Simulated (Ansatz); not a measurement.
ZrO$_{2}$:
```yaml
crystal:
  lattice:
    - [3.60134, 0.00000, 0.00000]
    - [0.00000, 3.60134, 0.00000]
    - [0.00000, 0.00000, 5.22807]
  atoms:
    - { symbol: Zr, position: [0.00000, 0.00000, 0.00000] }
    - { symbol: Zr, position: [0.50000, 0.50000, 0.50000] }
    - { symbol: O, position: [0.00000, 0.50000, 0.19679] }
    - { symbol: O, position: [0.00000, 0.50000, 0.69679] }
    - { symbol: O, position: [0.50000, 0.00000, 0.30321] }
    - { symbol: O, position: [0.50000, 0.00000, 0.80321] }
```

Relaxed with r²SCAN.

Give the optical modes at the zone centre with their infrared and Raman activity from DFPT, r²SCAN in the plane-wave PAW code Ansatz.

Transverse frequencies, without the LO–TO term; a row sums one degenerate level.

```tsv
ω (cm⁻¹)	degeneracy	IR ((D/Å)²/amu)	Raman (Å⁴/amu)	activity	symmetry
102	2	41.05	0	IR	Eu
136	2	0.00	1.8	Raman	Eg
300	1	0.00	88	Raman	A1g
301	1	0.00	20	Raman	B1g
332	1	46.32	0	IR	A2u
439	2	94.04	0	IR	Eu
440	2	0.00	31	Raman	Eg
598	1	0.00	12	Raman	B1g
643	2	0.00	95	Raman	Eg
647	1	0.00	0	silent	B2u
```

How high does the top mode go among those that the LO–TO term moves?

745 cm⁻¹ for q along x, 745 cm⁻¹ for q along y, 649 cm⁻¹ for q along z.

Space group P4_2/nmc. This is a known high-temperature phase of the composition, computed here at zero pressure and temperature. Symmetry was held in the r²SCAN relaxation; phonons on a q-mesh show no instability. The run is not spin-polarised.

Potentials: the later of the program's two PAW sets.
